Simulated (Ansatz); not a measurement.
Method: DFT PBE, scalar-relativistic, plane waves, PAW (Ansatz 0.2.0). All cells share a 420 eV cutoff and Γ-centred k meshes spaced at most about 0.3 Å⁻¹ (about 0.25 or finer for metals, 2π included). No spin polarisation.

Each guess is relaxed in cell and atoms at zero pressure, on a coarse mesh first where it starts far from rest and then on a converged one. The steps can't lower the symmetry of the start, but it can rise. Energies are static (0 K, no zero-point motion).

Two unrelaxed guesses for Al2Cu3:

A.

```yaml
crystal:
  lattice:
    - [2.68950, 0.00000, 0.00000]
    - [-1.34475, 2.32918, 0.00000]
    - [0.00000, 0.00000, 22.21094]
  atoms:
    - { symbol: Al, position: [0.33333, 0.66667, 0.05000] }
    - { symbol: Al, position: [0.33333, 0.66667, 0.85000] }
    - { symbol: Al, position: [0.66667, 0.33333, 0.15000] }
    - { symbol: Al, position: [0.66667, 0.33333, 0.95000] }
    - { symbol: Cu, position: [0.33333, 0.66667, 0.25000] }
    - { symbol: Cu, position: [0.33333, 0.66667, 0.45000] }
    - { symbol: Cu, position: [0.33333, 0.66667, 0.65000] }
    - { symbol: Cu, position: [0.66667, 0.33333, 0.35000] }
    - { symbol: Cu, position: [0.66667, 0.33333, 0.55000] }
    - { symbol: Cu, position: [0.66667, 0.33333, 0.75000] }
```

B.

```yaml
crystal:
  lattice:
    - [2.72831, 0.00000, 0.00000]
    - [-1.36415, 2.36279, 0.00000]
    - [0.00000, 0.00000, 21.58358]
  atoms:
    - { symbol: Al, position: [0.33333, 0.66667, 0.95000] }
    - { symbol: Al, position: [0.33333, 0.66667, 0.55000] }
    - { symbol: Al, position: [0.66667, 0.33333, 0.05000] }
    - { symbol: Al, position: [0.66667, 0.33333, 0.45000] }
    - { symbol: Cu, position: [0.33333, 0.66667, 0.75000] }
    - { symbol: Cu, position: [0.33333, 0.66667, 0.15000] }
    - { symbol: Cu, position: [0.33333, 0.66667, 0.35000] }
    - { symbol: Cu, position: [0.66667, 0.33333, 0.85000] }
    - { symbol: Cu, position: [0.66667, 0.33333, 0.25000] }
    - { symbol: Cu, position: [0.66667, 0.33333, 0.65000] }
```

Question: Which guess leads to the lower structure, and by how much?

Answer: B ends lower, by 30 meV/atom. A: P-3m1 at 13.9 Å³/atom → P-3m1 at 13.7 Å³/atom; B: P6_3/mmc at 13.9 Å³/atom → P6_3/mmc at 13.6 Å³/atom. Counting all near atoms (those within 1.25 times the shortest distance at each site), the end of A and the end of B both have Al 12, Cu 12. End of A. Conventional cell: a = 2.698 Å, c = 21.717 Å. Al on its first site is surrounded by 6 Al at 2.70 Å and 6 Al at 2.90–2.94 Å; Al on its second site has 3 Cu at 2.60 Å, 6 Al at 2.70 Å and 3 Al at 2.90 Å; Cu on its first site is surrounded by 9 Cu at 2.57–2.70 Å and 3 Al at 2.60 Å; 2 more sites not described. End of B. Conventional cell: a = 2.739 Å, c = 20.913 Å. Al has 3 Cu at 2.58 Å and 9 Al at 2.74–2.83 Å; around Cu on a site of symmetry -6m2 lie 6 Cu at 2.56 Å and 6 Cu at 2.74 Å; around Cu on a site of symmetry 3m lie 3 Cu at 2.56 Å, 3 Al at 2.58 Å and 6 Cu at 2.74 Å.

Ends held by symmetry can be saddle points. Neither end is the lowest form computed: that has Al and Cu ordered on bcc sites, space group R-3m (No. 166) and lies 170 meV/atom below the better end. The k mesh leaves some 4 meV/atom of noise in the energy of each metallic cell. Some structure types and database cells were kept out of the candidates from the start, so a known form may be missing.
